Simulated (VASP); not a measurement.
Se under changes of volume

One of the cells (24.539 Å³/atom); the others are scaled copies at fixed shape and fractional positions:

```
Se
1.0
     4.07082    0.00000    0.00000
    -2.03541    3.52543    0.00000
     0.00000    0.00000    5.12963
Se
3
Direct
  0.75242 0.75242 0.00000
  0.00000 0.24758 0.66667
  0.24758 0.00000 0.33333
```

```yaml
Program: VASP 6.6.1
Functional: PBE
Dispersion: D3(BJ)
Potentials_or_basis: VASP PAW PBE potentials, release 64 (Se)
Cutoff: 520 eV
k_mesh: 6 × 6 × 6
Occupations: gaussian, width 0.02 eV
Spin: no spin polarisation
```

```csv
volume (Å³/atom),energy over the lowest point (meV/atom),pressure (GPa),gap on the mesh (eV),largest force (eV/Å)
23.558,8.33,2.9,0.55,0.309
24.048,1.94,1.3,0.54,0.148
24.539,0.00,0.0,0.53,0.003
25.030,2.06,-1.3,0.52,0.143
25.521,?,?,?,?
```

**Question.** What does the run at 25.521 Å³/atom give?

**Answer.** Energy over the lowest point 7.70 meV/atom; pressure -2.4 GPa; gap on the mesh 0.51 eV; largest force 0.274 eV/Å.

Worked out: A Birch-Murnaghan fit of order 2 (a polynomial in V^(-2/3)) to the other rows has its minimum at 24.52 Å³/atom with B0 = V·E''(V) = 66 GPa at fixed shape and positions, which overstates the stiffness. It gives 7.77 meV/atom at 25.521 Å³/atom, against the run's 7.70, and -dE/dV = -2.4 GPa, against -2.4. A straight line through the other rows of the gap, of slope -0.495 eV per unit of ln V (its deformation potential), extrapolates to 0.51 eV, against the run's 0.51.

Energies are extrapolated to zero smearing.

A mesh can miss the band edges. Spin-orbit coupling on Se is left out.
